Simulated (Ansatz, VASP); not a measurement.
## WSe3 in VASP and in Ansatz

The input INCAR:

```
PREC = Accurate
ENCUT = 600
EDIFF = 1E-6
ISMEAR = 0
SIGMA = 0.1
LREAL = F
LASPH = T
NELM = 100
ALGO = Normal
ISIF = 3
LWAVE = F
LCHARG = F
GGA = PS
IBRION = 2
NSW = 100
EDIFFG = -0.05
```

KPOINTS

```
regular mesh
0
Gamma
  4 4 4
```

Contents of POSCAR:

```
WSe3
1.0
    5.1764384600      0.0000000000      0.0000000000
    0.0000000000      5.1764384600      0.0000000000
    0.0000000000      0.0000000000      5.1764384600
W Se
1 3
Direct
    0.0000000000      0.0000000000      0.0000000000
    0.0000000000      0.0000000000      0.5000000000
    0.0000000000      0.5000000000      0.0000000000
    0.5000000000      0.0000000000      0.0000000000
```

Input for Ansatz:

```yaml
crystal:
  lattice:
    - [5.17643846, 0.0, 0.0]
    - [0.0, 5.17643846, 0.0]
    - [0.0, 0.0, 5.17643846]
  atoms:
    - { symbol: W, position: [0.0, 0.0, 0.0] }
    - { symbol: Se, position: [0.0, 0.0, 0.5] }
    - { symbol: Se, position: [0.0, 0.5, 0.0] }
    - { symbol: Se, position: [0.5, 0.0, 0.0] }
basis:
  ecutwfc: 420
kpoints:
  mp_grid: { grid: [4, 4, 4] }
hamiltonian:
  xc: pbesol
scf:
  occupations: { method: gaussian, width: 0.1 }
output:
  forces: true
  stress: true
  eigenvalues: true
relax:
  adjacent_minimum: "off"
  f_tol: 0.05
  max_steps: 80
  cell: { stress_tol: 0.5 }
```

The cell comes from a database or a generator and needn't be the stable form of this composition.

Alike in both runs: task relaxation of cell and atoms; functional PBEsol; k mesh 4 × 4 × 4; occupations gaussian, width 0.1 eV; no spin polarisation.

```csv
,VASP,Ansatz
version,VASP 6.6.1,Ansatz 0.2.0
potentials or method,"VASP PAW PBE potentials, release 64 (W_sv, Se)","scalar-relativistic, plane waves, PAW"
plane-wave cutoff (eV),600,420
valence electrons in the cell,32,62
```

```tsv
	VASP	Ansatz	Ansatz less VASP
gap on the k mesh at the Fermi level, each at its own relaxed structure (eV)	none	none	-
relaxed volume (Å³/atom)	29.26	29.18	-0.084
relaxed cell length with the largest relative difference (Å)	4.892	4.887	-0.0047
energy change over the relaxation (meV/atom)	-191	-195	-4.5
```

A gap of «none» marks a metal or a gap that the smearing closes. The two sets of potentials don't hold the same shells in valence.

Caveats: the volume moved by over 15 % at a fixed basis, so the end points are rough (VASP); the PAW data sets were made with another functional, which shifts forces and pressure a little (VASP). The runs have no spin-orbit coupling, so splittings on W are missing.
